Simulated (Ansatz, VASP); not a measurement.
# MgO in VASP and in Ansatz

Contents of INCAR:

```
SYSTEM = MgO
PREC = Accurate ; ENCUT = 520
EDIFF = 1E-7 ; ISMEAR = 0
SIGMA = 0.05 ; LREAL = .FALSE.
LASPH = .TRUE. ; NELM = 100
ALGO = Normal ; ISIF = 2
LWAVE = .FALSE. ; LCHARG = .TRUE.
GGA = PE ; LELF = .TRUE.
LVHAR = .TRUE. ; NBANDS = 11
```

KPOINTS

```
regular mesh
0
G
  10 10 10
  0 0 0
```

POSCAR

```
MgO
1.0
    0.0000000000      2.1351500000      2.1351500000
    2.0710955000      0.0000000000      2.1351500000
    2.0710955000      2.1351500000      0.0000000000
Mg O
1 1
Direct
    0.0000000000      0.0000000000      0.0000000000
    0.5000000000      0.5000000000      0.5000000000
```

Input for Ansatz:

```yaml
crystal:
  lattice:
    - [0.0, 2.13515, 2.13515]
    - [2.0710955, 0.0, 2.13515]
    - [2.0710955, 2.13515, 0.0]
  atoms:
    - { symbol: Mg, position: [0.0, 0.0, 0.0] }
    - { symbol: O, position: [0.5, 0.5, 0.5] }
basis:
  ecutwfc: 420
kpoints:
  mp_grid: { grid: [10, 10, 10] }
hamiltonian:
  xc: pbe
scf:
  occupations: { method: gaussian, width: 0.05 }
output:
  forces: true
  stress: true
  eigenvalues: true
```

Change from the starting cell: strain -0.0300 x Voigt [1, 0, 0, 0, 0, 0], atoms carried along.

Alike in both runs: task single point; functional PBE; k mesh 10 × 10 × 10; occupations gaussian, width 0.05 eV; no spin polarisation.

```csv
,VASP,Ansatz
version,VASP 6.6.1,Ansatz 0.2.0
potentials or method,"VASP PAW PBE potentials, release 64 (Mg, O)","scalar-relativistic, plane waves, PAW"
plane-wave cutoff (eV),520,420
valence electrons in the cell,8,16
```

```tsv
	VASP	Ansatz	Ansatz less VASP
gap on the k mesh at the Fermi level (eV)	4.59	4.61	+0.017
least direct gap on the mesh (eV)	4.59	4.61	+0.017
pressure (GPa)	2.5	3.2	+0.74
largest component of the traceless stress (GPa)	4.29	4.26	-0.031
```

The two sets of potentials don't hold the same shells in valence.
